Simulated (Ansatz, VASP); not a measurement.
**Rh: VASP beside Ansatz**

The input INCAR:

```
  PREC = Accurate
  ENCUT = 520
  EDIFF = 1E-6
  ISMEAR = 0
  SIGMA = 0.15
  LREAL = F
  LASPH = T
  NELM = 60
  ALGO = Fast
  ISIF = 2
  LWAVE = F
  LCHARG = F
  GGA = PE
  NBANDS = 14
```

Contents of KPOINTS:

```
regular mesh
0
Gamma
  22 22 22
```

File POSCAR:

```
Rh
1.0
    0.0000000000      1.7860115880      2.0842755232
    1.7860115880      0.0000000000      2.0842755232
    1.7860115880      1.7860115880      0.0000000000
Rh
1
Direct
    0.0000000000      0.0000000000      0.0000000000
```

Input for Ansatz:

```yaml
crystal:
  lattice:
    - [0.0, 1.786011588, 2.0842755232]
    - [1.786011588, 0.0, 2.0842755232]
    - [1.786011588, 1.786011588, 0.0]
  atoms:
    - { symbol: Rh, position: [0.0, 0.0, 0.0] }
basis:
  ecutwfc: 420
kpoints:
  mp_grid: { grid: [22, 22, 22] }
hamiltonian:
  xc: pbe
  pseudopotentials: { kind: paw, azcp: { folder: soft_1 } }
scf:
  occupations: { method: gaussian, width: 0.15 }
output:
  forces: true
  stress: true
  eigenvalues: true
```

Alike in both runs: task single point; functional PBE; k mesh 22 × 22 × 22; occupations gaussian, width 0.15 eV; no spin polarisation.

|  | VASP | Ansatz |
| --- | --- | --- |
| version | VASP 6.6.1 | Ansatz 0.2.0 |
| potentials or method | VASP PAW PBE potentials, release 64 (Rh_pv) | scalar-relativistic, plane waves, PAW |
| plane-wave cutoff (eV) | 520 | 420 |
| valence electrons in the cell | 15 | 17 |

Ansatz gave:

```
gap on the k mesh at the Fermi level (eV)       : none
pressure (GPa)                                  : 20.9
largest component of the traceless stress (GPa) : 27.79
```

Q: Estimate VASP's values.

A: gap on the k mesh at the Fermi level (eV): none; pressure (GPa): 20.9; largest component of the traceless stress (GPa): 27.75.

A gap of «none» marks a metal or a gap that the smearing closes. The two sets of potentials don't hold the same shells in valence.

Caveats: so large a pressure means that the cell lies far from this level's equilibrium, or that cutoff or potentials fall short (VASP).
